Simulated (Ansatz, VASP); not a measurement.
One calculation of Ru, two programs

```
Ru
1.0
     2.68306    0.00000    0.00000
    -1.34153    2.32360    0.00000
     0.00000    0.00000    4.24592
Ru
2
Direct
  0.33333 0.66667 0.25000
  0.66667 0.33333 0.75000
```

Alike in both runs: task single point; functional PBE; k mesh 12 × 12 × 7; no spin polarisation.

```csv
,VASP,Ansatz
version,VASP 6.6.1,Ansatz 0.2.0
potentials or method,"VASP PAW PBE potentials, release 64 (Ru_pv)","plane waves, PAW"
plane-wave cutoff (eV),520,500
occupations,"methfessel-paxton of order 1, width 0.05 eV","cold, width 0.05 eV"
valence electrons in the cell,28,32
```

```tsv
	VASP	Ansatz	Ansatz less VASP
pressure (GPa)	13.3	13.3	+0.02
largest component of the traceless stress (GPa)	0.69	0.75	+0.058
```

The two sets of potentials don't hold the same shells in valence.
